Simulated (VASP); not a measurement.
# Ag in VASP: a series of runs

The runs below take Ag through single point, relaxation of the atoms, with PBE.

All numbers are computed with VASP 6.6.1; they aren't measurements. Logs are shortened: lines on timing, memory, paths and dates and some standing lists are left out, and cuts for length are marked.

## 1. The structure

The cell holds a slab with vacuum, 4 atoms: a = 2.931 Å, b = 4.146 Å, c = 19.397 Å, α = 90.00°, β = 90.00°, γ = 90.00°.

The slab is cut from a database's or a generator's crystal, which needn't be the stable form of the element.

## 2. Single point, PBE

File INCAR:

```
SYSTEM = Ag
ALGO = Normal
DIPOL = 0.5 0.5 0.500
EDIFF = 1E-6
ENCUT = 520
GGA = PE
ICORELEVEL = 1
IDIPOL = 3
ISIF = 2
ISMEAR = 1
KPAR = 2
LASPH = .True.
LCHARG = .False.
LDIPOL = .True.
LREAL = .False.
LVACPOTAV = .True.
LVHAR = .True.
LWAVE = .False.
NBANDS = 30
NELM = 80
PREC = Accurate
SIGMA = 0.1
```

File KPOINTS:

```
k-points
0
Gamma
  13 9 1
  0 0 0
```

File POSCAR:

```
Ag
1.0
    2.9314808700      0.0000000000      0.0000000000
    0.0000000000      4.1457400000      0.0000000000
    0.0000000000      0.0000000000     19.3972213000
Ag
4
Direct
    0.5000000000      0.5000000000      0.3866533200
    0.0000000000      0.0000000000      0.4622177700
    0.5000000000      0.5000000000      0.5377822300
    0.0000000000      0.0000000000      0.6133466800
```

Potentials or basis: VASP PAW PBE potentials, release 64 (Ag).

Launch:

```
$ cat potpaw_PBE.64/Ag/POTCAR > POTCAR
$ mpirun -np 2 vasp_std > vasp.out
```

OUTCAR:

```text
SYSTEM = Ag
   EDIFF = 1E-6
   ENCUT = 520
   GGA = PE
   ISIF = 2
   ISMEAR = 1
   LASPH = .True.
   LREAL = .False.
   NELM = 80
   PREC = Accurate

 ion  position               nearest neighbor table
   1  0.500  0.500  0.387-   2 2.93   2 2.93   2 2.93   2 2.93   3 2.93
   2  0.000  0.000  0.462-   1 2.93   1 2.93   1 2.93   1 2.93   4 2.93   3 2.93   3 2.93   3 2.93
                             3 2.93
   3  0.500  0.500  0.538-   4 2.93   4 2.93   4 2.93   4 2.93   1 2.93   2 2.93   2 2.93   2 2.93
                             2 2.93
   4  0.000  0.000  0.613-   3 2.93   3 2.93   3 2.93   3 2.93   2 2.93

  LATTYP: Found a simple orthorhombic cell.
 ALAT       =     2.9314808700
 B/A-ratio  =     1.4142135609
 C/A-ratio  =     6.6168677744

  Lattice vectors:

 A1 = (   2.9314808700,   0.0000000000,   0.0000000000)
 A2 = (   0.0000000000,   4.1457400000,   0.0000000000)
 A3 = (   0.0000000000,   0.0000000000,  19.3972213000)

Analysis of symmetry for initial positions (statically):
=====================================================================
 Subroutine PRICEL returns:
 Original cell was already a primitive cell.

 Routine SETGRP: Setting up the symmetry group for a
 simple orthorhombic supercell.

 Subroutine GETGRP returns: Found  8 space group operations
 (whereof  4 operations were pure point group operations)
 out of a pool of  8 trial point group operations.

The static configuration has the point symmetry C_2v.
 The point group associated with its full space group is D_2h.

Analysis of symmetry for dynamics (positions and initial velocities):
=====================================================================
 Subroutine PRICEL returns:
 Original cell was already a primitive cell.

 Routine SETGRP: Setting up the symmetry group for a
 simple orthorhombic supercell.

 Subroutine GETGRP returns: Found  8 space group operations
 (whereof  4 operations were pure point group operations)
 out of a pool of  8 trial point group operations.

The dynamic configuration has the point symmetry C_2v.
 The point group associated with its full space group is D_2h.

 Subroutine INISYM returns: Found  8 space group operations
 (whereof  4 operations are pure point group operations),
 and found     1 'primitive' translations

----------------------------------------------------------------------------------------

                                     Primitive cell

  volume of cell :     235.7375

  direct lattice vectors                    reciprocal lattice vectors
     2.931480870  0.000000000  0.000000000     0.341124518  0.000000000  0.000000000
     0.000000000  4.145740000  0.000000000     0.000000000  0.241211460  0.000000000
     0.000000000  0.000000000 19.397221300     0.000000000  0.000000000  0.051553776

  length of vectors
     2.931480870  4.145740000 19.397221300     0.341124518  0.241211460  0.051553776

  position of ions in fractional coordinates (direct lattice)
     0.500000000  0.500000000  0.386653320
     0.000000000  0.000000000  0.462217770
     0.500000000  0.500000000  0.537782230
     0.000000000  0.000000000  0.613346680

  ion indices of the primitive-cell ions
   primitive index   ion index
                 1           1
                 2           2
                 3           3
                 4           4

----------------------------------------------------------------------------------------

 KPOINTS: k-points

Automatic generation of k-mesh.
 Grid dimensions read from file:
 generate k-points for:   13    9    1

 Generating k-lattice:

  Cartesian coordinates                     Fractional coordinates (reciprocal lattice)
     0.026240348  0.000000000  0.000000000     0.076923077  0.000000000  0.000000000
     0.000000000  0.026801273  0.000000000     0.000000000  0.111111111  0.000000000
     0.000000000  0.000000000  0.051553776     0.000000000  0.000000000  1.000000000

  Length of vectors
     0.026240348  0.026801273  0.051553776

  Shift w.r.t. Gamma in fractional coordinates (k-lattice)
     0.000000000  0.000000000  0.000000000

 Subroutine IBZKPT returns following result:
 ===========================================

 Found     35 irreducible k-points:

 Following reciprocal coordinates:
            Coordinates               Weight
  0.000000  0.000000  0.000000      1.000000
  0.076923  0.000000  0.000000      2.000000
  0.153846  0.000000  0.000000      2.000000
  0.230769  0.000000  0.000000      2.000000
  0.307692  0.000000  0.000000      2.000000
  0.384615  0.000000  0.000000      2.000000
[... 16 lines left out ...]
  0.076923  0.333333  0.000000      4.000000
  0.153846  0.333333  0.000000      4.000000
 [... further k-points ...]
   k-points           NKPTS =     35   k-points in BZ     NKDIM =     35   number of bands    NBANDS=     30
   number of dos      NEDOS =    301   number of ions     NIONS =      4
   total plane-waves  NPLWV = 110592
   dimension x,y,z NGX =    24 NGY =   32 NGZ =  144
   dimension x,y,z NGXF=    48 NGYF=   64 NGZF=  288
   ions per type =               4
   NGX,Y,Z   is equivalent  to a cutoff of  13.61, 12.83, 12.34 a.u.
   NGXF,Y,Z  is equivalent  to a cutoff of  27.22, 25.66, 24.68 a.u.
 SYSTEM =  Ag
   PREC   = accura    normal or accurate (medium, high low for compatibility)
   ISTART =      0    job   : 0-new  1-cont  2-samecut
   ICHARG =      2    charge: 1-file 2-atom 10-const
   ISPIN  =      1    spin polarized calculation?
   LNONCOLLINEAR =      F non collinear calculations
   LSORBIT =      F    spin-orbit coupling
   LASPH  =      T    aspherical Exc in radial PAW
   ENCUT  =  520.0 eV  38.22 Ry    6.18 a.u.   5.45  7.71 36.07*2*pi/ulx,y,z
   NELM   =     80;   NELMIN=  2; NELMDL= -5     # of ELM steps
   EDIFF  = 0.1E-05   stopping-criterion for ELM
   LREAL  =      F    real-space projection
   EDIFFG = 0.1E-04   stopping-criterion for IOM
   NSW    =      0    number of steps for IOM
   IBRION =     -1    ionic relax: 0-MD 1-quasi-New 2-CG
   NFREE  =      0    steps in history (QN), initial steepest desc. (CG)
   ISIF   =      2    stress and relaxation
   ISYM   =      2    0-nonsym 1-usesym 2-fastsym
   POTIM  = 0.5000    time-step for ionic-motion
   TEBEG  =    0.0;   TEEND  =   0.0 temperature during run
   PSTRESS=    0.0 pullay stress
   NELECT =      44.0000    total number of electrons
   NUPDOWN=      -1.0000    fix difference up-down
   EMIN   =  10.00;   EMAX   =-10.00  energy-range for DOS
   EFERMI =   0.00;   METHOD = LEGACY
   ISMEAR =     1;   SIGMA  =   0.10  broadening in eV -4-tet -1-fermi 0-gaus
   EFERMI_NEDOS =   21; number of points for ismear=-14 and -15
   IALGO  =     38    algorithm
   IMIX   =      4    mixing-type and parameters
     AMIX     =   0.40;   BMIX     =  1.00
     AMIX_MAG =   1.60;   BMIX_MAG =  1.00
  volume/ion in A,a.u.               =      58.93       397.71
  Fermi-wavevector in a.u.,A,eV,Ry     =   0.935584  1.767998 11.909420  0.875318
  Thomas-Fermi vector in A             =   2.062506
   LORBIT       =      0    0 simple, 1 ext, 2 COOP (PROOUT), +10 PAW based schemes
   GGA     = PE    functional components
   LHFCALC =     F    Hartree Fock is set to
   AEXX    =    0.0000 exact exchange contribution
   IVDW    =     0    specifies the selected vdW correction
   LEPSILON=     F    determine dielectric tensor
   LRPA    =     F    only Hartree local field effects (RPA)
 non-spin polarized calculation
 Methfessel and Paxton  Order N= 1 SIGMA  =   0.10
  energy-cutoff  :      520.00
  volume of cell :      235.74
 maximum number of plane-waves:      6417
 NGX is ok and might be reduce to    24
   NGX = 11   NGY = 15   NGZ = 73

 dipolmoment           0.000000      0.000000     -0.000000 electrons x Angstroem

 number of electron      44.0000015 magnetization

 dipolmoment           0.000000      0.000000      0.000000 electrons x Angstroem

 Free energy of the ion-electron system (eV)
  ---------------------------------------------------
  ext. energy  EPLUGINS =         0.00000000
  ---------------------------------------------------
  free energy    TOTEN  =        -9.48682312 eV

  energy without entropy =       -9.48848502  energy(sigma->0) =       -9.48737708

 the core state eigenenergies are
   1-  1s -25322.2677  2s  -3725.9025  2p  -3341.4091  3s   -680.8182  3p   -554.5847
       3d   -355.6646  4s    -92.0836  4p    -55.5552
   2-  1s -25322.6186  2s  -3726.2760  2p  -3341.7817  3s   -681.1626  3p   -554.9292
       3d   -356.0136  4s    -92.3635  4p    -55.8189
   3-  1s -25322.6186  2s  -3726.2760  2p  -3341.7817  3s   -681.1626  3p   -554.9292
       3d   -356.0136  4s    -92.3635  4p    -55.8189
   4-  1s -25322.2677  2s  -3725.9025  2p  -3341.4091  3s   -680.8182  3p   -554.5847
       3d   -355.6646  4s    -92.0836  4p    -55.5552

 E-fermi :  -0.4639     XC(G=0):  -4.5752

 val. band max:       -0.4716210482   @ k =   0.1538   0.0000   0.0000
 cond. band min:      -0.3890843375   @ k =   0.0769   0.2222   0.0000
 fundamental gap:      0.0825367107
 Fermi energy:        -0.4638907760

 k-point     1 :       0.0000    0.0000    0.0000
  band No.  band energies     occupation
      1      -7.0239      2.00000
      2      -6.2692      2.00000
      3      -5.9851      2.00000
      4      -5.6616      2.00000
      5      -5.4494      2.00000
      6      -5.2190      2.00000
[... 22 lines left out ...]
     29       5.4509      0.00000
     30       6.3120      0.00000

 k-point     2 :       0.0769    0.0000    0.0000
  band No.  band energies     occupation
      1      -6.9107      2.00000
      2      -6.1932      2.00000
      3      -5.9520      2.00000
      4      -5.5738      2.00000
      5      -5.3407      2.00000
      6      -5.2602      2.00000
[... 22 lines left out ...]
     29       5.5930      0.00000
     30       6.3484      0.00000

 k-point     3 :       0.1538    0.0000    0.0000
  band No.  band energies     occupation
      1      -6.6036      2.00000
      2      -6.0208      2.00000
      3      -5.8348      2.00000
      4      -5.4559      2.00000
      5      -5.3965      2.00000
      6      -5.3786      2.00000
[... 682 lines left out ...]
     29       5.5377      0.00000
     30       5.6309      0.00000

 k-point    24 :       0.1538    0.3333    0.0000
  band No.  band energies     occupation
      1      -6.0408      2.00000
      2      -5.8718      2.00000
      3      -5.6079      2.00000
      4      -5.5164      2.00000
      5      -5.4548      2.00000
      6      -5.2023      2.00000
[... 22 lines left out ...]
     29       5.8459      0.00000
     30       5.9108      0.00000

 [... further k-points ...]

------------------------ aborting loop because EDIFF is reached ----------------------------------------

  FORCE on cell =-STRESS in cart. coord.  units (eV):
  Direction    XX          YY          ZZ          XY          YZ          ZX
  --------------------------------------------------------------------------------------
  -------------------------------------------------------------------------------------
  Total       -1.6467609     -1.8873863     -1.1192897      0.0000000      0.0000000      0.0000000
  in kB      -11.1921231    -12.8275213     -7.6071930      0.0000000      0.0000000      0.0000000
  external PRESSURE =     -10.5422791 kB  Pullay stress =       0.0000000 kB

 VOLUME and BASIS-vectors are now :
 -----------------------------------------------------------------------------
  energy-cutoff  :      520.00
  volume of cell :      235.74
      direct lattice vectors                 reciprocal lattice vectors
     2.931480870  0.000000000  0.000000000     0.341124518  0.000000000  0.000000000
     0.000000000  4.145740000  0.000000000     0.000000000  0.241211460  0.000000000
     0.000000000  0.000000000 19.397221300     0.000000000  0.000000000  0.051553776

 POSITION                                       TOTAL-FORCE (eV/Angst)
 -----------------------------------------------------------------------------------
      1.46574      2.07287      7.50000         0.000000      0.000000      0.332007
      0.00000      0.00000      8.96574         0.000000      0.000000     -0.252429
      1.46574      2.07287     10.43148         0.000000      0.000000      0.252429
      0.00000      0.00000     11.89722         0.000000      0.000000     -0.332007
 -----------------------------------------------------------------------------------
    total drift:                                0.000000     -0.000000      0.000000

  FREE ENERGIE OF THE ION-ELECTRON SYSTEM (eV)
  ---------------------------------------------------
  free  energy   TOTEN  =        -9.4868231156 eV

  energy  without entropy=       -9.4884850212  energy(sigma->0) =       -9.48737708

 vacuum level on the upper side and lower side of the slab         3.633         3.633
```

It took 58 s on 2 MPI ranks of Intel Xeon 6975P-C (Granite Rapids), shared host; peak memory 0.41 GiB.

What came out:

* Free energy: -9.4868 eV
* Largest force: 0.332 eV/Å
* Band gap on the k mesh: none (metal or under the smearing width)
* Work function of the upper face: 4.10 eV
* Work function of the lower face: 4.10 eV

Forces in eV/Å, atoms in the order of the input:
```
Ag   0.000  0.000  0.332
Ag   0.000  0.000 -0.252
Ag   0.000  0.000  0.252
Ag   0.000  0.000 -0.332
```

Core levels (eV, on the scale of the bands):
```csv
atom,levels
1 Ag,"1s -25322.3, 2s -3725.9, 2p -3341.4, 3s -680.8, 3p -554.6, 3d -355.7, 4s -92.1, 4p -55.6"
2 Ag,"1s -25322.6, 2s -3726.3, 2p -3341.8, 3s -681.2, 3p -554.9, 3d -356.0, 4s -92.4, 4p -55.8"
3 Ag,"1s -25322.6, 2s -3726.3, 2p -3341.8, 3s -681.2, 3p -554.9, 3d -356.0, 4s -92.4, 4p -55.8"
4 Ag,"1s -25322.3, 2s -3725.9, 2p -3341.4, 3s -680.8, 3p -554.6, 3d -355.7, 4s -92.1, 4p -55.6"
```

(Continued in part 2 of 3.)
